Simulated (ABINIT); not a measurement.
# BN in ABINIT: the effect of functional

The system is BN.

```
N B
1.0
     2.55394    0.00000    0.00000
    -1.27697    2.21178    0.00000
     0.00000    0.00000    4.22685
N B
2 2
Direct
  0.33333 0.66667 0.12528
  0.66667 0.33333 0.62528
  0.33333 0.66667 0.49972
  0.66667 0.33333 0.99972
```

Measurements of this composition are mostly on another form, of space group No. 194.

Alike in all runs:

* Program: ABINIT 10.8.3 (patched build)
* Task: band structure
* k mesh: 12 × 12 × 6
* Occupations: fermi-dirac, width 0.05 eV
* Spin: no spin polarisation

Q: One run gave: gap on the mesh 4.96 eV; pressure -5.7 GPa; largest force 0.01 eV/Å. Which functional did it use?
A. LDA
B. r2SCAN
C. PBEsol

A: C.

```tsv
functional	potentials or basis	cutoff	gap on the mesh (eV)	pressure (GPa)	largest force (eV/Å)
LDA	JTH PAW LDA v2.0	707 eV	4.97	-13.9	0.02
PBEsol	JTH PAW PBE v2.0	707 eV	4.96	-5.7	0.01
r2SCAN	JTH PAW PBE v2.0	844 eV	5.71	-2.3	0.04
```

Caveats: the PAW data sets were made with another functional, which shifts forces and pressure a little (some runs).

